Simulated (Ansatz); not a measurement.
## Ti3Al: moving Ti off its site

Ti3Al, P-6m2, a = 2.896 Å, c = 9.139 Å. The structure is a Materials Project entry; whether it is the stable form wasn't checked. Ansatz: PBEsol, PAW, 420 eV, Γ-centred 18×18×6 mesh on 4 atoms, Gaussian smearing 0.15 eV; no spin polarisation.

```
CELL_PARAMETERS angstrom
2.89578 0.00000 0.00000
-1.44789 2.50782 0.00000
0.00000 0.00000 9.13935
ATOMIC_POSITIONS crystal
Ti 0.66667 0.33333 0.00000
Ti 0.33333 0.66667 0.75118
Ti 0.33333 0.66667 0.24882
Al 0.66667 0.33333 0.50000
```

Atom 2 (Ti) moves by x along the unit vector (0.000, 0.000, 1.000), with its periodic images; all else is held. y is the free energy of the cell over the start, F the force along the path summed over the moved atoms.

```
 x (Å) y (meV) F (eV/Å)
-0.300        ?         ?
-0.200    141.6      1.42
-0.100     35.4      0.71
 0.000      0.0      0.00
 0.050      9.3     -0.37
 0.100     37.5     -0.76
 0.150     85.5     -1.17
 0.200    154.5     -1.60
 0.250    245.8     -2.06
 0.300    360.8     -2.55
```

Fit y = c2 x² + c3 x³ + c4 x⁴ to the energies of the other rows, give the force constant, and predict energy and force of the missing row.

Least squares on the rows shown. y = 3647.5 x² + 808.95 x³ + 1322.2 x⁴. The force constant is 2 c2 = 7.29 eV/Å² (for all images moving together, not for a lone atom). The force −dy/dx at the missing row is 2.11 eV/Å (computed 2.24). At x = -0.300 the fit asked for gives 317.1 meV. The run gave 323.7 meV, so the fit is 6.6 meV too low, 1.8 % of the span of the series, against an rms of 0.1 meV on the fitted rows. The row lies outside the fitted range. With a term in x⁵ added, a fit to the same known rows predicts 321.6 meV, so most of the miss is curvature that the known rows already hold.

Cost: 10 runs of about 2.9 core-minutes in all, on Intel Xeon Platinum 8488C (Sapphire Rapids) (shared hosts).

The energy rises on both sides of the starting position, but more steeply for positive displacements: 154.5 meV at 0.200 Å against 141.6 meV at -0.200 Å. Each close-packed layer here holds one element, and the repeated displacement shifts a whole Ti layer rigidly. Distances within that layer stay fixed, so the restoring force comes from its contacts with the layers on either side. Positive x presses it towards a Ti layer and stretches its contacts with Al; negative x does the reverse. The asymmetry therefore probably reflects a steeper repulsion between Ti neighbours, with their d shells and semicore electrons, than between Ti and the more diffuse sp states of Al, although the slightly unequal layer spacings may contribute.

The curve supports a local minimum along this path, not stability against other distortions. Nor does the stiffness carry over directly to the familiar α2 phase of Ti3Al, where Ti and Al are ordered within each close-packed layer and the interlayer contacts are mixed.
